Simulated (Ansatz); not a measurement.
# Sb: how the settings move a single-point run

How sensitive is a single-point run of Sb to its settings? A reference run comes first, then one run with altered input.

Program: Ansatz 0.2.0. Level of theory: reference: DFT, PBE, PAW with Ansatz's default frozen-core files, scalar-relativistic. These are calculated values, not measurements.

3 further runs of the same task are left out: 3 that didn't finish. Runs told in other sessions of the task aren't counted.

## Step 1: The system as given

The structure is monoclinic, space group C2/m (No. 12). Conventional cell: a = 4.322 Å, b = 4.193 Å, c = 3.220 Å, α = 90.00°, β = 129.68°, γ = 90.00°. Sb (site symmetry 2/m) is surrounded by 12 Sb at 3.01 to 3.36 Å.

Cell or atoms stand a little off a more symmetric structure (I4/mmm at a tolerance of 0.3 Å), so results at this geometry aren't those of that ideal crystal.

Structure file:

```
Sb
1.0
    -1.44522    1.51963    2.48000
     1.51963   -1.44522    2.48000
     1.49038    1.49038   -2.43485
Sb
1
Direct
  0.00000 0.00000 0.00000
```

## Step 2: Baseline

Contents of input.yaml:

```yaml
crystal:
  lattice:
    - [-1.445225, 1.519625, 2.48]
    - [1.519625, -1.445225, 2.48]
    - [1.490375, 1.490375, -2.43485]
  atoms:
    - { symbol: Sb, position: [0.0, 0.0, 0.0] }
kpoints:
  mp_grid: { grid: [19, 19, 19] }
scf:
  occupations: { method: fermi_dirac, width: 0.05 }
hamiltonian:
  xc: pbe
  pseudopotentials: { kind: paw }
output:
  forces: true
  stress: true
  eigenvalues: true
  efg: { contact_densities: true }
```

Run with:

```console
ansatz run input.yaml --threads 1 --pin off --max-ram 2048MiB --backend cpu --events-out ev --progress --plain --runs-dir out
```

## Step 3: Changed: symmetry.detect false

Edit input.yaml of step 2 so:

```diff
@@ -7,2 +7,3 @@
     - { symbol: Sb, position: [0.0, 0.0, 0.0] }
+  symmetry: { detect: false }
 kpoints:
```

What does the calculation give? Wanted: for each run, ending; energy change; pressure; gap; force.

**Answer**, as computed:

| run | ending | energy change | pressure (GPa) | gap (eV) | force (eV/Å) | cycles | time |
| --- | --- | --- | --- | --- | --- | --- | --- |
| reference | converged | 0 | 19.5 | 0.00 | 0.00 | 6 | 13 s |
| 1: symmetry.detect false | converged | 0.0 meV/atom | 19.5 | 0.00 | 0.00 | 6 | 38 s |

Residual by cycle in the longest SCF loop of each run; runs are numbered as in the table. The quantity is the density residual dr2, in eV.

```
cycle  reference   run 1
    1     3.8e-4  3.8e-4
    2     1.7e-4  1.7e-4
    3     2.0e-5  2.0e-5
    4     1.4e-6  1.4e-6
    5     6.6e-8  6.6e-8
    6     1.7e-9  1.7e-9
```

What this shows: Energy and cycle count are those of the reference, so the change (use of symmetry) left the result and the number of cycles as they were. Cost: 38 s against 13 s. Semilocal functionals close small gaps, and spin-orbit coupling, left out here, moves these band edges, so the missing gap need not be the real solid's. The structure is not at rest: the sound run finds 19 GPa, so these are no properties of the relaxed crystal. 
